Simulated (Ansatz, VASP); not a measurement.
# Two plane-wave programs on AlAs

```
Al As
1.0
     0.00000    5.72791   -5.72791
     5.72791    5.72791    0.00000
     5.72791    0.00000   -5.72791
Al As
8 8
Cartesian
  2.8640 0.0000 -2.8640
  5.7279 2.8640 -2.8640
  2.8640 2.8640 -5.7279
  5.7279 5.7279 -5.7279
  5.7279 0.0000 -5.7279
  8.5919 2.8640 -5.7279
  5.7279 2.8640 -8.5919
  8.5919 5.7279 -8.5919
  1.4320 1.4320 -1.4320
  4.2959 4.2959 -1.4320
  1.4320 4.2959 -4.2959
  4.2959 7.1599 -4.2959
  4.2959 1.4320 -4.2959
  7.1599 4.2959 -4.2959
  4.2959 4.2959 -7.1599
  7.1599 7.1599 -7.1599
```

Alike in both runs: task single point; functional PBE; k mesh 1 × 1 × 1; occupations gaussian, width 0.01 eV; no spin polarisation.

```csv
,VASP,Ansatz
version,VASP 6.6.1,Ansatz 0.2.0
potentials or method,"VASP PAW PBE potentials, release 64 (Al, As)","scalar-relativistic, plane waves, PAW"
plane-wave cutoff (eV),520,420
valence electrons in the cell,64,144
```

VASP gave:

* gap on the k mesh at the Fermi level (eV): 1.32
* least direct gap on the mesh (eV): 1.32
* pressure (GPa): 4.9

Estimate Ansatz's values.

gap on the k mesh at the Fermi level (eV): 1.33; least direct gap on the mesh (eV): 1.33; pressure (GPa): 4.7.

The two sets of potentials don't hold the same shells in valence.

Caveats: the k mesh is coarse (spacing up to 0.95 Å⁻¹), so the values aren't converged; an odd mesh through Γ misses points on the zone boundary, where band edges often lie.
